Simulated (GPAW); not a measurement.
# TiTe (P6_3/mmc) in GPAW: a series of runs

Aim: see how the results for TiTe move with the level of theory and the settings. Levels: PBEsol, LDA. Tasks: band structure.

Everything below comes from runs of GPAW 26.7.0. Logs are shortened: lines on timing, memory, paths and dates and some standing lists are left out, and cuts for length are marked. The log counts tension as positive stress, the text compression.

## 1. The crystal as given

The structure is hexagonal, space group P6_3/mmc (No. 194). Conventional cell: a = 3.842 Å, b = 3.842 Å, c = 6.403 Å, α = 90.00°, β = 90.00°, γ = 120.00°. Around Te (site symmetry -6m2) lie 6 Ti at 2.74 Å. Ti (site symmetry -3m) has 6 Te at 2.74 Å as nearest neighbours.

## 2. Band structure, PBEsol

Contents of run.py:

```python
from ase import Atoms
from ase.dft.bandgap import bandgap
from ase.io import write
from ase.units import GPa
from gpaw import GPAW, PW, setup_paths

setup_paths.insert(0, '.')

atoms = Atoms(['Te', 'Te', 'Ti', 'Ti'],
              cell=[[3.842, 0.0, 0.0],
                    [-1.921, 3.3272696013, 0.0],
                    [0.0, 0.0, 6.403]],
              scaled_positions=[[0.6666666667, 0.3333333333, 0.75],
                                [0.3333333333, 0.6666666667, 0.25],
                                [0.0, 0.0, 0.5],
                                [0.0, 0.0, 0.0]],
              pbc=True)

calc = GPAW(mode=PW(600),
            xc='PBEsol',
            kpts={'size': (7, 7, 4), 'gamma': True},
            occupations={'name': 'fermi-dirac', 'width': 0.05},
            nbands=34,
            convergence={'density': 1e-05, 'energy': 1e-05},
            maxiter=150,
            txt='gpaw.txt')
atoms.calc = calc
energy = atoms.get_potential_energy()
forces = atoms.get_forces()
stress = atoms.get_stress()
calc.write('gs.gpw')
write('result.traj', atoms)
print(f'Energy: {energy:.6f} eV')
print('Forces (eV/A):')
print(forces.round(4))
print('Stress (GPa):', (stress / GPa).round(3))
print('Fermi level:', round(calc.get_fermi_level(), 4), 'eV')
print(f'Gap: {bandgap(calc)[0]:.4f} eV, direct: {bandgap(calc, direct=True)[0]:.4f} eV')

path = atoms.cell.bandpath('GMKGALHA,LM,KH', npoints=60, eps=1e-4)
bs_calc = calc.fixed_density(kpts=path, symmetry='off', nbands=52,
                             convergence={'bands': 'CBM+6.0', 'eigenstates': 1e-6}, txt='bands.txt')
bs = bs_calc.band_structure()
bs.write('bs.json')
print(f'Gap on the path: {bandgap(bs_calc)[0]:.4f} eV')
```

Potentials or basis: PAW data sets generated in the run's folder for this functional, pw.

Command:

```
$ gpaw-setup -f PBEsol Te Ti
$ OMP_NUM_THREADS=1 python run.py
```

gpaw.txt:

```text
__  _  _
 | _ |_)|_||  |
 |__||  | ||/\| - 26.7.0

Input parameters:
  mode=PW(ecut=600.0),
  convergence={'density': 1e-05, 'energy': 1e-05},
  kpts=MonkhorstPack(size=(7, 7, 4), gamma=True),
  maxiter=150,
  nbands=34,
  occupations=Occupations(name='fermi-dirac', width=0.05),
  xc=XC(name='PBEsol')

Diagonalizing LCAO Hamiltonian
Converting LCAO to pw mode

             Te

       Ti
         Te

       Ti

Atoms  # Å, Bohr magnetons
|   | symbol |         x |        y |        z |    initial magnetic moments |
|---|--------|-----------|----------|----------|-----------------------------|
| 0 |     Te |  1.921000 | 1.109090 | 4.802250 | ( 0.0000,  0.0000,  0.0000) |
| 1 |     Te | -0.000000 | 2.218180 | 1.600750 | ( 0.0000,  0.0000,  0.0000) |
| 2 |     Ti |  0.000000 | 0.000000 | 3.201500 | ( 0.0000,  0.0000,  0.0000) |
| 3 |     Ti |  0.000000 | 0.000000 | 0.000000 | ( 0.0000,  0.0000,  0.0000) |

Unit cell  # Å
| periodic |         x |        y |        z |  lengths |     angles |
|----------|-----------|----------|----------|----------|------------|
|      yes |  3.842000 | 0.000000 | 0.000000 | 3.842000 |  90.000000 |
|      yes | -1.921000 | 3.327270 | 0.000000 | 3.842000 |  90.000000 |
|      yes |  0.000000 | 0.000000 | 6.403000 | 6.403000 | 120.000000 |

Number of symmetries: 12
Symmetry operations  # r_c * U_cc + t_c -> r_c
|    | kind |            matrix            |
|----|------|------------------------------|
|  0 |  σ   |  1, 1, 0,  0,-1, 0,  0, 0, 1 |
|  1 |  S6  |  1, 1, 0, -1, 0, 0,  0, 0,-1 |
|  2 |  E   |  1, 0, 0,  0, 1, 0,  0, 0, 1 |
|  3 |  C2  |  1, 0, 0, -1,-1, 0,  0, 0,-1 |
|  4 |  C2  |  0, 1, 0,  1, 0, 0,  0, 0,-1 |
|  5 |  C3  |  0, 1, 0, -1,-1, 0,  0, 0, 1 |
|  6 |  S6  |  0,-1, 0,  1, 1, 0,  0, 0,-1 |
|  7 |  σ   |  0,-1, 0, -1, 0, 0,  0, 0, 1 |
|  8 |  σ   | -1, 0, 0,  1, 1, 0,  0, 0, 1 |
|  9 |  i   | -1, 0, 0,  0,-1, 0,  0, 0,-1 |
| 10 |  C3  | -1,-1, 0,  1, 0, 0,  0, 0, 1 |
| 11 |  C2  | -1,-1, 0,  0, 1, 0,  0, 0,-1 |

BZ-sampling:
  Number of BZ points: 196
  Number of IBZ points: 28

  Monkhorst-Pack size: [7, 7, 4]
  Monkhorst-Pack shift: [0.0, 0.0, 0.125]

K-points  # in reciprocal-cell coordinates
|     |                                coordinates |     weight |
|-----|--------------------------------------------|------------|
|   0 | (  0.00000000,   0.00000000,   0.00000000) | 0.00510204 |
|   1 | (  0.00000000,   0.00000000,   0.25000000) | 0.01020408 |
|   2 | (  0.00000000,   0.00000000,   0.50000000) | 0.00510204 |
|   3 | (  0.14285714,   0.00000000,  -0.25000000) | 0.03061224 |
|   4 | (  0.14285714,   0.00000000,   0.00000000) | 0.03061224 |
|   5 | (  0.14285714,   0.00000000,   0.25000000) | 0.03061224 |
|   6 | (  0.14285714,   0.00000000,   0.50000000) | 0.03061224 |
|   7 | (  0.28571429,  -0.14285714,   0.00000000) | 0.03061224 |
|   8 | (  0.28571429,  -0.14285714,   0.25000000) | 0.06122449 |
|   9 | (  0.28571429,  -0.14285714,   0.50000000) | 0.03061224 |
| ... |                                            |            |
|  27 | (  0.42857143,   0.42857143,   0.50000000) | 0.03061224 |

Plane wave coefficients: 2752
Cutoff: 600.0 eV

Spin-components: 1 (collinear spins)
Bands:           34
Projectors:      22
Spin-degeneracy: 2
Datatype:        complex128

Parallelization:
  kpt:    1
  domain: 1
  band:   1

Density:
  Valence electrons: 36.0
  Components: 1
  Grid points: [24 24 40]
  Charge: 0.0  # |e|

Potential:
  Grid points: [24 24 40]

species:
  Te:
    name:    Tellurium
    Z:       52.0
    valence: 6
    core:    46
    charge:  0.0  # [|e|]
    compensation charges:
      type: gauss
      rc: 0.36  # [Å]
      lmax: 2
    cutoffs:
      filter: 2.09  # [Å]
      core: 3.17  # [Å]
    projectors
    | kind |    occ | energy [eV] | rcut [Å] |
    |------|--------|-------------|----------|
    |   5s |  2.000 |     -15.132 |    1.180 |
    |   5p |  4.000 |      -5.970 |    1.196 |
    |    s |        |      12.080 |    1.180 |
    |    p |        |      21.241 |    1.196 |
    |    d |        |       0.000 |    1.238 |

    Using partial waves for Te as LCAO basis

  Ti:
    name:    Titanium
    Z:       22.0
    valence: 12
    core:    10
    charge:  0.0  # [|e|]
    compensation charges:
      type: gauss
      rc: 0.38  # [Å]
      lmax: 2
    cutoffs:
      filter: 2.23  # [Å]
      core: 1.02  # [Å]
    projectors
    | kind |    occ | energy [eV] | rcut [Å] |
    |------|--------|-------------|----------|
    |   3s |  2.000 |     -62.441 |    1.270 |
    |   4s |  2.000 |      -4.477 |    1.270 |
    |   3p |  6.000 |     -38.776 |    1.058 |
    |   4p |  0.000 |      -1.449 |    1.058 |
    |   3d |  2.000 |      -4.275 |    1.058 |
    |    d |        |      22.937 |    1.058 |

    Using partial waves for Ti as LCAO basis

Reference energy: -415819.312452  # eV

eigensolver:
  PPCG
  Converge bands: occupied
  niter=2

density mixing:
  MSR1-Mixer
  Pratt-step length: 0.05
  Maximum mixing coefficient: 0.75
  Old densities: 10
  SVD Regularization: 0.005
  Good broyden scale: 1.0
  Trust region scale: 1.0
  Backstep threshold: 4.0
  History deletion threshold: 6.0
  Fourier metric: weight=20.0, sigma=0.015

occupation numbers:
  Fermi-Dirac:
    width: 0.0500  # eV

poisson solver:
  ecut: 4800.0  # eV

xc functional:
  name: PBEsol with 2 nearest neighbor stencil

convergence criteria:
- Maximum integral of absolute [dens]ity change: 1e-05 electrons / valence electron
- Maximum [total energy] change in last 3 cyles: 1e-05 eV / valence electron
- Maximum integral of absolute [eigenst]ate change: 4e-08 eV^2 / valence electron
maximum number of iterations: 150

SCF iterations
|iter     | |      energy | eigst |  dens |
|---------|-|-------------|-------|-------|
|iter:   1| |  -24.187616 | +0.40 |       |
|iter:   2| |  -24.207360 | -1.91 | -1.36 |
|iter:   3| |  -24.094536 | -2.25 | -1.40 |
|iter:   4| |  -24.053424 | -2.65 | -1.65 |
|iter:   5| |  -24.040874 | -2.85 | -2.05 |
|iter:   6| |  -24.041450 | -4.32 | -2.52 |
|iter:   7| |  -24.041516 | -5.10 | -3.04 |
|iter:   8| |  -24.041563c| -6.29 | -3.74 |
|iter:   9| |  -24.041513c| -6.65 | -3.25 |
|iter:  10| |  -24.041512c| -7.50c| -4.38 |
|iter:  11| |  -24.041512c| -7.91c| -4.73 |
|iter:  12| |  -24.041512c| -8.47c| -5.68c|

Converged in 12 steps
Energy contributions relative to reference atoms: (reference = -415819.312452)

Energy contributions:
  Kinetic:          45.319591
  Coulomb:         -38.853494
  Zero:              0.081596
  External:          0.000000
  Xc:              -30.572577
  Entropy:          -0.033256
  Spinorbit:         0.000000
  ----------------------------
  Free energy:     -24.058141
  Extrapolated:    -24.041512

dipole moment: (-12.184252, -21.103743, -20.306119)  # |e|*Ang

Fermi level: 9.948
Eigenvalues  # (at kpt = [0.000, 0.000, 0.000])
| band index |      eig [eV] | occ [0-2] |
|------------|---------------|-----------|
|          0 |       -47.118 |     2.000 |
|        ... |               |           |
|         13 |         8.265 |     2.000 |
|         14 |         8.864 |     2.000 |
|         15 |         9.071 |     2.000 |
|         16 |         9.071 |     2.000 |
|         17 |         9.375 |     2.000 |
|         18 |         9.375 |     2.000 |
[... 8 lines left out ...]
|         27 |        14.344 |     0.000 |
|         28 |        15.698 |     0.000 |
|        ... |               |           |
|         33 |        22.575 |     0.000 |

No gap
No difference between direct/indirect transitions

Forces  # eV/Ang
|        x |        y |        z |
|----------|----------|----------|
|  0.00000 |  0.00000 | -0.00001 |  # Te   0
| -0.00000 |  0.00000 |  0.00001 |  # Te   1
|  0.00000 | -0.00000 |  0.00000 |  # Ti   2
|  0.00000 | -0.00000 |  0.00000 |  # Ti   3

Stress tensor  # eV/Ang^3
|         x |         y |         z |
|-----------|-----------|-----------|
| -0.005603 |  0.000000 |  0.000000 |
|  0.000000 | -0.005603 |  0.000000 |
|  0.000000 |  0.000000 | -0.042434 |

# Writing to gs.gpw (mode='')
```

stdout:

```text
Energy: -24.041512 eV
Forces (eV/A):
[[ 0.  0. -0.]
 [-0.  0.  0.]
 [ 0. -0.  0.]
 [ 0. -0.  0.]]
Stress (GPa): [-0.898 -0.898 -6.799  0.     0.     0.   ]
Fermi level: 9.948 eV
Gap: 0.0000 eV, direct: 0.0000 eV
Gap on the path: 0.0000 eV
```

bands.txt:

```text
Diagonalizing LCAO Hamiltonian
Converting LCAO to pw mode
convergence criteria:
- Maximum integral of absolute [eigenst]ate change: 1e-06 eV^2 / valence electron
maximum number of iterations: 150

SCF iterations
|iter     | |      energy | eigst |  dens |
|---------|-|-------------|-------|-------|
|iter:   1| |             | +0.99 |       |
[... 66 lines left out ...]
         [0.5       , 0.        , 0.25      ],
         [0.5       , 0.        , 0.125     ],
         [0.5       , 0.        , 0.        ],
         [0.33333333, 0.33333333, 0.        ],
         [0.33333333, 0.33333333, 0.125     ],
         [0.33333333, 0.33333333, 0.25      ],
         [0.33333333, 0.33333333, 0.375     ],
         [0.33333333, 0.33333333, 0.5       ]])),
  maxiter=150,
  nbands=52,
  occupations=Occupations(name='fermi-dirac', width=0.05),
  symmetry=Symmetry(point_group=False, time_reversal=False),
  xc=XC(name='PBEsol')
```

Run time: 2.2 min. Hardware: 1 thread of Arm Neoverse V2, shared host; peak memory 0.43 GiB.

What came out:

- Free energy: -24.0581 eV
- Pressure: 2.9 GPa
- Band gap along the path: none (metal or under the smearing width)

Levels at the corners of the path, in eV from the Fermi level:
```csv
point,band 16,band 17,band 18,band 19,band 20,band 21
Γ,-0.88,-0.88,-0.57,-0.57,-0.43,-0.43
M,-3.04,-1.93,-0.09,0.56,0.69,0.81
K,-4.00,-0.16,0.42,0.42,0.42,0.42
Γ,-0.88,-0.88,-0.57,-0.57,-0.43,-0.43
A,-2.91,-0.05,-0.05,-0.05,-0.05,0.28
L,-3.48,-0.94,-0.94,0.84,0.84,1.07
H,-3.78,-0.30,-0.30,0.44,0.44,1.25
A,-2.91,-0.05,-0.05,-0.05,-0.05,0.28
L,-3.48,-0.94,-0.94,0.84,0.84,1.07
M,-3.04,-1.93,-0.09,0.56,0.69,0.81
K,-4.00,-0.16,0.42,0.42,0.42,0.42
H,-3.78,-0.30,-0.30,0.44,0.44,1.25
```

Caveat: spin-orbit coupling is left out, which moves the levels of the heavy elements.

## 3. Band structure, LDA

run.py, as its differences from that of step 2:

```diff
@@ -4,5 +4,3 @@
 from ase.units import GPa
-from gpaw import GPAW, PW, setup_paths
-
-setup_paths.insert(0, '.')
+from gpaw import GPAW, PW
 
@@ -19,3 +17,3 @@
 calc = GPAW(mode=PW(600),
-            xc='PBEsol',
+            xc='LDA',
             kpts={'size': (7, 7, 4), 'gamma': True},
```

Potentials or basis: the program's PAW data sets (release 1.2.1) made for this functional, pw.

Command:

```
$ OMP_NUM_THREADS=1 python run.py
```

Run time: 2.1 min. Hardware: 1 thread of Arm Neoverse V2, shared host; peak memory 0.43 GiB.

The run converged. Its results:

```yaml
Free_energy: -25.3768 eV
Pressure: 0.0 GPa
Band_gap_along_the_path: none (metal or under the smearing width)
```

Stress tensor (GPa, compression positive):
```
-1.71  0.00  0.00
 0.00 -1.71  0.00
 0.00  0.00  3.57
```

Levels at the corners of the path, in eV from the Fermi level:
```
point  band 15  band 16  band 17  band 18  band 19  band 20  band 21  band 22
    Γ    -1.08    -0.88    -0.88    -0.57    -0.57    -0.43    -0.43     0.94
    M    -3.82    -3.01    -1.90    -0.08     0.54     0.67     0.79     1.12
    K    -4.33    -3.95    -0.17     0.40     0.40     0.42     0.42     0.86
    Γ    -1.08    -0.88    -0.88    -0.57    -0.57    -0.43    -0.43     0.94
    A    -2.90    -2.90    -0.05    -0.05    -0.05    -0.05     0.29     0.29
    L    -3.46    -3.46    -0.91    -0.91     0.82     0.82     1.05     1.05
    H    -3.77    -3.77    -0.29    -0.29     0.43     0.43     1.23     1.23
    A    -2.90    -2.90    -0.05    -0.05    -0.05    -0.05     0.29     0.29
    L    -3.46    -3.46    -0.91    -0.91     0.82     0.82     1.05     1.05
    M    -3.82    -3.01    -1.90    -0.08     0.54     0.67     0.79     1.12
    K    -4.33    -3.95    -0.17     0.40     0.40     0.42     0.42     0.86
    H    -3.77    -3.77    -0.29    -0.29     0.43     0.43     1.23     1.23
```

Caveat: spin-orbit coupling is left out, which moves the levels of the heavy elements.
